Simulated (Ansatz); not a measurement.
Os and the effect of the pressure

The cell as given:

```cif
data_structure
_symmetry_space_group_name_H-M 'P 1'
_symmetry_Int_Tables_number 1
_cell_length_a 2.7341
_cell_length_b 2.7341
_cell_length_c 4.3197
_cell_angle_alpha 90.000
_cell_angle_beta 90.000
_cell_angle_gamma 120.000
_cell_volume 27.96
loop_
_atom_site_label
_atom_site_type_symbol
_atom_site_fract_x
_atom_site_fract_y
_atom_site_fract_z
_atom_site_occupancy
Os1 Os 0.66667 0.33333 0.75000 1
Os2 Os 0.33333 0.66667 0.25000 1
```

Kept alike: task relaxation of cell and atoms; functional PBEsol; k mesh 11 × 11 × 6; occupations fermi-dirac, width 0.05 eV; no spin polarisation. Program: Ansatz, all-electron LAPW, scalar-relativistic. The mesh is that of the run's cell of 2 atoms. No spin-orbit coupling.

| run | volume (Å³/atom) | first edge of the run's cell (Å) | third edge of the run's cell (Å) |
| --- | --- | --- | --- |
| A | 13.738 | 2.717 | 4.297 |
| B | 13.322 | 2.688 | 4.257 |
| C | 13.080 | 2.671 | 4.233 |
| D | 13.592 | 2.707 | 4.283 |
| E | 13.895 | 2.728 | 4.312 |

The relaxations keep at least the cell's symmetry (P6_3/mmc). For a metal such a mesh leaves the last digits unconverged. The runs follow the start's structure, whether or not it is the stable one at these pressures. P is the pressure aimed at, which the runs meet within some hundredths to tenths of a GPa.

**Question.** The runs differ in the pressure alone: 0; 5; 10; 20; 30 GPa. Which run is which?

**Answer.** Run A is 5 GPa; run B is 20 GPa; run C is 30 GPa; run D is 10 GPa; run E is 0 GPa. The volume falls from 13.895 to 13.080 Å³/atom between 0 and 30 GPa. The volume falls ever more slowly, since the solid stiffens under load. At the pressures aimed at, which the runs meet within some tenths of a GPa, the step from 0 to 5 GPa gives a mean bulk modulus near 440 GPa, the last step 545 GPa. The first edge of the run's cell falls from 2.728 to 2.671 Å between 0 and 30 GPa. The third edge of the run's cell falls from 4.312 to 4.233 Å between 0 and 30 GPa.
